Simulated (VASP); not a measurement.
# Te2Mo in VASP: a series of runs, part 2 of 2

VASP 6.6.1.

### 4 Relaxation of cell and atoms, PBE+D3(BJ)

Input file INCAR:

```
SYSTEM = Te2Mo
ALGO = Normal
EDIFF = 1E-6
EDIFFG = -0.01
ENCUT = 600
GGA = PE
IBRION = 2
ISIF = 3
ISMEAR = 0
IVDW = 12
LASPH = .TRUE.
LATTICE_CONSTRAINTS = .TRUE. .TRUE. .FALSE.
LCHARG = .FALSE.
LREAL = .FALSE.
LWAVE = .FALSE.
NELM = 80
NSW = 90
PREC = Accurate
SIGMA = 0.03
```

Input file KPOINTS:

```
k-points
0
G
  12 12 1
  0 0 0
```

Input file POSCAR:

```
Te2Mo
1.0
    3.5182000000      0.0000000000      0.0000000000
   -1.7591000000      3.0468505800      0.0000000000
    0.0000000000      0.0000000000     21.6051888000
Te Mo
2 1
Direct
    0.3333333300      0.6666666700      0.4165666000
    0.3333333300      0.6666666700      0.5834334000
    0.6666666700      0.3333333300      0.5000000000
```

Potentials or basis: VASP PAW PBE potentials, release 64 (Te, Mo_sv).

The run is started by

```bash
$ cat potpaw_PBE.64/Te/POTCAR potpaw_PBE.64/Mo_sv/POTCAR > POTCAR
$ mpirun -np 1 vasp_std > vasp.out
```

OUTCAR:

```text
SYSTEM = Te2Mo
   EDIFF = 1E-6
   EDIFFG = -0.01
   ENCUT = 600
   GGA = PE
   IBRION = 2
   ISIF = 3
   ISMEAR = 0
   IVDW = 12
   LASPH = .TRUE.
   LREAL = .FALSE.
   NELM = 80
   NSW = 90
   PREC = Accurate
 IVDW          = 12

 ion  position               nearest neighbor table
   1  0.333  0.667  0.417-   3 2.72   3 2.72   3 2.72   2 3.61
   2  0.333  0.667  0.583-   3 2.72   3 2.72   3 2.72   1 3.61
   3  0.667  0.333  0.500-   1 2.72   2 2.72   1 2.72   2 2.72   1 2.72   2 2.72

  LATTYP: Found a hexagonal cell.
 ALAT       =     3.5182000000
 C/A-ratio  =     6.1409780001

  Lattice vectors:

 A1 = (   3.5182000000,   0.0000000000,   0.0000000000)
 A2 = (  -1.7591000000,   3.0468505800,   0.0000000000)
 A3 = (   0.0000000000,   0.0000000000,  21.6051888000)

Analysis of symmetry for initial positions (statically):
=====================================================================
 Subroutine PRICEL returns:
 Original cell was already a primitive cell.

 Routine SETGRP: Setting up the symmetry group for a
 hexagonal supercell.

 Subroutine GETGRP returns: Found 12 space group operations
 (whereof 12 operations were pure point group operations)
 out of a pool of 24 trial point group operations.

The static configuration has the point symmetry D_3h.

Analysis of symmetry for dynamics (positions and initial velocities):
[... 132 lines left out ...]
   GGA     = PE    functional components
   LHFCALC =     F    Hartree Fock is set to
   AEXX    =    0.0000 exact exchange contribution
   IVDW    =    12    specifies the selected vdW correction
   LEPSILON=     F    determine dielectric tensor
   LRPA    =     F    only Hartree local field effects (RPA)
 conjugate gradient relaxation of ions
 non-spin polarized calculation
 Gauss-broadening in eV      SIGMA  =   0.03
  energy-cutoff  :      600.00
  volume of cell :      231.60
 maximum number of plane-waves:      7761
   NGX = 15   NGY = 15   NGZ = 87

--------------------------------------- Ionic step        1  -------------------------------------------

 number of electron      26.0000001 magnetization

 Free energy of the ion-electron system (eV)
  ---------------------------------------------------
  ext. energy  EPLUGINS =         0.00000000
  ---------------------------------------------------
  free energy    TOTEN  =       -18.01186218 eV

  energy without entropy =      -18.01186218  energy(sigma->0) =      -18.01186218

------------------------ aborting loop because EDIFF is reached ----------------------------------------

 Edisp (eV)   -1.19738

 E8    (eV) :    -0.5825
[... 196 lines left out ...]
--------------------------------------- Ionic step        6  -------------------------------------------

 number of electron      26.0000000 magnetization

 Free energy of the ion-electron system (eV)
  ---------------------------------------------------
  ext. energy  EPLUGINS =         0.00000000
  ---------------------------------------------------
  free energy    TOTEN  =       -18.00814651 eV

  energy without entropy =      -18.00814651  energy(sigma->0) =      -18.00814651

 E-fermi :  -0.3387     XC(G=0):  -3.9151

 val. band max:       -0.6435497556   @ k =   0.3333   0.3333   0.0000
 cond. band min:       0.5495030172   @ k =   0.3333   0.3333   0.0000
 fundamental gap:      1.1930527728
 Fermi energy:        -0.3387449942

 k-point     1 :       0.0000    0.0000    0.0000
  band No.  band energies     occupation
      1     -61.2975      2.00000
      2     -35.4753      2.00000
      3     -35.3307      2.00000
      4     -35.3307      2.00000
      5     -13.3496      2.00000
      6     -12.4224      2.00000
[... 403 lines left out ...]
  FREE ENERGIE OF THE ION-ELECTRON SYSTEM (eV)
  ---------------------------------------------------
  free  energy   TOTEN  =       -19.2120147765 eV

  energy  without entropy=      -19.2120147765  energy(sigma->0) =      -19.21201478

 reached required accuracy - stopping structural energy minimisation
```

OSZICAR:

```text
N       E                     dE             d eps       ncg     rms          rms(c)
DAV:   1     0.150896007645E+03    0.15090E+03   -0.13517E+04   918   0.131E+03
DAV:   2    -0.833637919565E+01   -0.15923E+03   -0.15785E+03   883   0.239E+02
DAV:   3    -0.184475147959E+02   -0.10111E+02   -0.10051E+02   888   0.541E+01
[... 58 lines left out ...]
DAV:   2    -0.180083512052E+02    0.22735E-03   -0.45738E-03   704   0.450E-01    0.831E-02
DAV:   3    -0.180081909346E+02    0.16027E-03   -0.22268E-03   694   0.225E-01    0.718E-02
DAV:   4    -0.180081516698E+02    0.39265E-04   -0.14332E-04   678   0.801E-02    0.223E-02
DAV:   5    -0.180081457065E+02    0.59634E-05   -0.65295E-05   719   0.552E-02    0.129E-02
DAV:   6    -0.180081465109E+02   -0.80446E-06   -0.24911E-06   479   0.118E-02
   6 F= -.19212015E+02 E0= -.19212015E+02  d E =-.572487E-04
```

CONTCAR:

```text
Te2Mo
   1.00000000000000
     3.5025290825191573    0.0000000000000000    0.0000000000000000
    -1.7512645412595786    3.0332791673020334    0.0000000000000000
     0.0000000000000000    0.0000000000000000   21.6051888000000005
  Te              Mo
     2     1
Direct
     0.3333333300000021    0.6666666699999979    0.4158430858621658
     0.3333333300000021    0.6666666699999979    0.5841569141378340
     0.6666666699999979    0.3333333300000021    0.5000000000000000

  0.00000000E+00  0.00000000E+00  0.00000000E+00
  0.00000000E+00  0.00000000E+00  0.00000000E+00
  0.00000000E+00  0.00000000E+00  0.00000000E+00
```

It took 3.1 min on 1 thread of Intel Xeon 6975P-C (Granite Rapids), shared host; peak memory 0.47 GiB.

What came out:

```yaml
Free_energy: -19.2120 eV
Relaxed_volume: 76.51 Å³/atom
Relaxed_cell: a = 3.503 Å, b = 3.503 Å, c = 21.605 Å, α = 90.00°, β = 90.00°, γ = 120.00°
Space_group_after_relaxing_to_0.05_Å: P-6m2 (No. 187)
Energy_gained_by_relaxing: 0.9 meV/atom
Ionic_steps: 6
Band_gap_on_the_k_mesh: 1.19 eV, direct
Dispersion_energy_per_atom: -0.401 eV
```

Step by step:
```
step  energy change (eV)  largest force (eV/Å)  pressure (GPa)  volume (Å³)
   1              0.0000                0.1367            0.04       231.60
   2             -0.0019                0.0857            0.05       230.56
   3             -0.0027                0.0287            0.05       229.40
   4             -0.0027                0.0236            0.05       229.30
   5             -0.0027                0.0260           -0.07       229.83
   6             -0.0028                0.0015           -0.01       229.54
```

Final structure:
```
Te Mo
1.0
     3.50253    0.00000    0.00000
    -1.75126    3.03328    0.00000
     0.00000    0.00000   21.60519
Te Mo
2 1
Direct
  0.33333 0.66667 0.41584
  0.33333 0.66667 0.58416
  0.66667 0.33333 0.50000
```

Caveat: spin-orbit coupling is left out, which moves the levels of the heavy elements. As with any semilocal functional, this PBE gap is likely too small.
